An electron removed from a crystal leaves a hole, and an added electron brings an extra charge. PBE describes both with one local potential, while G0W0 replaces that potential by a self-energy in two parts. The first part is the exact exchange of the orbitals less the PBE exchange-correlation potential (exchange less vxc). The second, correlation, is the response of all other electrons to the hole or the added charge. In these runs the two parts add up directly to the shift of each band edge.

Zincblende crystals in one-shot G0W0 on PBE, computed with Ansatz 0.2.0 (plane waves, PAW, no spin polarisation) on cells relaxed with r2SCAN. The wave cutoff is 420 eV and the screening cutoff 150 eV, with contour deformation for the frequency dependence. Exchange less vxc and correlation are parts of the self-energy, taken at the Kohn-Sham band edges on the k mesh.

```
formula  element on site A  Z A  element on site B  Z B  difference of Pauling electronegativities  shortest distance (Å)  k mesh  exchange less vxc valence top (eV)  correlation valence top (eV)  exchange less vxc conduction bottom (eV)  correlation conduction bottom (eV)
    MgS                 Mg   12                  S   16                                       1.27                  2.452   4×4×4                              -3.278                         2.057                                     3.988                             -3.6400
   MgTe                 Mg   12                 Te   52                                       0.79                  2.800   4×4×4                              -2.324                         1.335                                     3.861                             -3.6480
    AlN                 Al   13                  N    7                                       1.43                  1.892   6×6×6                              -4.052                         3.115                                     4.285                             -3.8680
    AlP                 Al   13                  P   15                                       0.58                  2.372   4×4×4                              -2.204                         1.498                                     3.839                             -3.8150
   AlAs                 Al   13                 As   33                                       0.57                  2.459   4×4×4                              -2.036                         1.333                                     3.727                             -3.7850
    GaN                 Ga   31                  N    7                                       1.23                  1.948   6×6×6                              -3.648                         3.030                                     4.257                             -3.7630
    GaP                 Ga   31                  P   15                                       0.38                  2.360   4×4×4                              -2.004                         1.417                                     3.807                             -3.9250
    CdS                 Cd   48                  S   16                                       0.89                  2.545   4×4×4                              -2.924                         2.299                                     3.926                             -3.8790
```

(a) By how much does each part change the gap of AlP? At which band edge does the exchange part differ most between compounds, and why?

Solution. The change of the gap is the shift of the conduction bottom less that of the valence top:

exchange: 3.839 − (−2.204) = 6.043 eV
correlation: −3.815 − 1.498 = −5.313 eV
total: 6.043 − 5.313 = 0.730 eV

Exchange opens the gap widely, and correlation takes most of that back. The same happens in every row, with between 8 and 22 % of the exchange opening left over.

The exchange part has opposite signs at the two edges for a simple reason. Picture an occupied orbital on a single anion. In PBE its electron still feels some repulsion from itself; exact exchange removes it and the level sinks. An empty orbital has no such self-repulsion to lose, and its exchange with the occupied ones is weaker than the attraction of the PBE potential, so its level rises.

The self-repulsion is larger the more compact the orbital. The exchange part therefore varies by 2.0 eV at the valence top, which consists mostly of anion p states, but only by 0.6 eV at the conduction bottom, even though that edge lies at Γ in some compounds and at X in others. The nitrides lead and the sulfides follow. MgTe lies slightly ahead of the phosphides although Te is the larger atom; perhaps the more polar bond gathers the valence top more fully on the anion, which is not tested here.

(b) The dielectric constants ε computed in the same runs are 4.07 for MgS and 11.23 for CdS. Estimate the total opening of both gaps.

Solution. The other electrons shift towards a hole or away from an added electron. This polarisation lowers the cost of either charge, so it raises the valence top, lowers the conduction bottom and narrows the gap. The more easily the crystal polarises, the less of the exchange opening should survive.

Two limits turn this into an estimate. With no response, ε = 1, the whole exchange opening X remains. For perfect response, 1/ε = 0, assume that the PBE gap needs no correction. A straight line in 1/ε between these limits gives

total opening ≈ X / ε

MgS: X = 3.988 + 3.278 = 7.266 eV, and 7.266 / 4.07 = 1.79 eV (computed: 1.57 eV)
CdS: X = 3.926 + 2.924 = 6.850 eV, and 6.850 / 11.23 = 0.61 eV (computed: 0.67 eV)

The exchange opening of CdS is 0.42 eV smaller than that of MgS, and correlation takes back 0.48 eV more, so the gap opens less than half as far. Only the second part can be put down to stronger polarisation, and the coarse k mesh probably enlarges it, as explained below. The smaller direct gap of CdS in PBE favours a large ε but does not fix it, because transitions throughout the zone contribute: MgTe has a smaller direct gap than AlP and yet the smaller ε.

When Ga replaces Al in the nitride and in the phosphide, ε also grows and a smaller share of the exchange opening survives. The exchange opening shrinks here too, by 0.43 and 0.23 eV, and correlation does not shrink in proportion.

Over all eight rows the estimate, which has no adjustable constant, misses the computed opening by 0.25 eV (root mean square). One constant share of about 15 %, fitted to the same rows, does only slightly worse at 0.29 eV. The formula is thus a guide to the direction more than to the size. The printed output also shows a fit to all rows that adds a constant share of X to a share of X / ε; it misses by 0.14 eV. Its two coefficients, 0.06 and 0.56, do not add up to one, as the limit without response would demand, so they do not measure how much exchange escapes screening.

The comparison tests the short formula, not the cause, because the same response enters the G0W0 correlation. The coarse k mesh also leaves ε unconverged and can make it far too large: GaP has 18, against a measured value of roughly 9. CdS is exposed to the same error. Its small direct gap lies at Γ, and on the 4×4×4 mesh this single point stands for 1/64 of the zone, although the gap is expected to widen quickly around it. In addition, PBE places the filled d shells of Ga and Cd too high, which makes the already small PBE gaps of GaN, GaP and CdS smaller still and can raise their ε further. The contrast between weakly and strongly polarisable compounds, including that between MgS and CdS, is therefore probably exaggerated.

(c) AlN has the largest exchange opening, 8.34 eV, and its ε of 4.40 is close to that of MgS. Does its gap open the most?

Solution. The estimate says yes, with 8.337 / 4.401 = 1.89 eV. The calculation gives 1.35 eV, less than for MgS, and this is the largest miss of the eight rows.

The difference arises at the valence top, which lies at the same k point in both crystals. Exchange pulls it down by 0.77 eV more in AlN than in MgS, but correlation pushes it up by 1.06 eV more. A plausible reason, not tested here, is that a hole in a compact N 2p orbital polarises its surroundings strongly, even where ε is small. Compactness then strengthens both exchange and the response that opposes it, while ε describes only the response at long range.

GaN fits this reading only in part. The two nitrides have the largest valence correlation in the table, though both were also computed on the finer k mesh. Yet the estimate for GaN is only 0.10 eV too high, less than for MgS with 0.22 eV, so a large miss is not common to both nitrides. The order of the total openings of AlN and MgS is less secure. They differ by only 0.2 eV and were computed on different k meshes. The finite bands and screening cutoff also typically leave such G0W0 gaps 6 to 9 % too small, which is more than 0.2 eV here. Compact orbitals usually need the most bands, so part of the miss for AlN may come from this limit.

Output of the analysis:

```
Gap opening and its parts (eV unless named):
   row  exchange opening  taken back by correlation  total opening  surviving percent  epsilon on mesh  exchange opening over epsilon  model less computed  valence shift  conduction shift
   MgS             7.266                      5.697          1.569              21.59            4.069                          1.786               0.2167         -1.221             0.348
  MgTe             6.185                      4.983          1.202              19.43            6.083                          1.017              -0.1852         -0.989             0.213
   AlN             8.337                      6.983          1.354              16.24            4.401                          1.894               0.5403         -0.937             0.417
   AlP             6.043                      5.313           0.73              12.08            10.82                         0.5586              -0.1714         -0.706             0.024
  AlAs             5.763                      5.118          0.645              11.19            14.58                         0.3952              -0.2498         -0.703            -0.058
   GaN             7.905                      6.793          1.112              14.07            6.529                          1.211              0.09875         -0.618             0.494
   GaP             5.811                      5.342          0.469              8.071            18.15                         0.3202              -0.1488         -0.587            -0.118
   CdS              6.85                      6.178          0.672               9.81            11.23                           0.61             -0.06203         -0.625             0.047
Spread of exchange less vxc at the valence top, eV: 2.048
Spread of exchange less vxc at the conduction bottom, eV: 0.558
Rms miss of exchange opening over epsilon, no fitted constant, eV: 0.2502
Best constant surviving fraction, percent: 14.56
Rms miss with that constant fraction, eV: 0.2918
fit of op on 8 rows: coefficient of xo 0.06185 +/- 0.02, coefficient of xo/eps 0.5553 +/- 0.12; rms 0.137, worst MgTe -0.255, leave-one-out rms 0.194
MgS to CdS, change of exchange opening, eV: -0.416
MgS to CdS, change of part taken back, eV: 0.481
MgS to CdS, change of total opening, eV: -0.897
AlN to GaN, change of exchange opening, eV: -0.432
AlN to GaN, change of part taken back, eV: -0.19
AlN to GaN, change of total opening, eV: -0.242
AlP to GaP, change of exchange opening, eV: -0.232
AlP to GaP, change of part taken back, eV: 0.029
AlP to GaP, change of total opening, eV: -0.261
MgS to AlN, change of exchange opening, eV: 1.071
MgS to AlN, change of part taken back, eV: 1.286
MgS to AlN, change of total opening, eV: -0.215
MgS to AlN, change of valence exchange less vxc, eV: -0.774
MgS to AlN, change of valence correlation, eV: 1.058
```
